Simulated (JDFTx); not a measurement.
The system is Dy.

```
Dy
1.0
    -2.00038    2.00038    2.00038
     2.00038   -2.00038    2.00038
     2.00038    2.00038   -2.00038
Dy
1
Cartesian
  0.0000 0.0000 0.0000
```

This isn't the form of Dy at room conditions, which is hcp.

- Program: JDFTx 1.7.0 (patched build)
- Task: single point
- Functional: PBE
- Potentials or basis: PseudoDojo-SR-PBE-0.4 3+ lanthanide files with smoothed tails
- Cutoff: 653 eV
- Density cutoff: 2612 eV
- k mesh: 9 × 9 × 9
- Occupations: fermi-dirac, width 0.05 eV
- Spin: no spin polarisation

On this cell: pressure -0.5 GPa; band gap on the k mesh none (metal or under the smearing width).

The same run follows on a disturbed copy (cell strained at random at fixed volume):

```
Dy
1.0
    -1.97036    2.05477    1.94506
     2.05927   -2.02731    2.00652
     1.94138    1.99834   -1.91761
Dy
1
Cartesian
  -0.0148 -0.0385 0.0102
```

Question: What changes?

Answer: The energy (extrapolated to zero smearing) moves by +3.3 meV/atom; pressure -0.6 GPa; band gap on the k mesh none (metal or under the smearing width).

Stress tensor (GPa, compression positive):
```
-0.77  0.33 -0.85
 0.33  0.06 -0.29
-0.85 -0.29 -1.02
```

Caveats: the 4f electrons are frozen in the core as for a trivalent ion, so they carry no moment and show no levels.
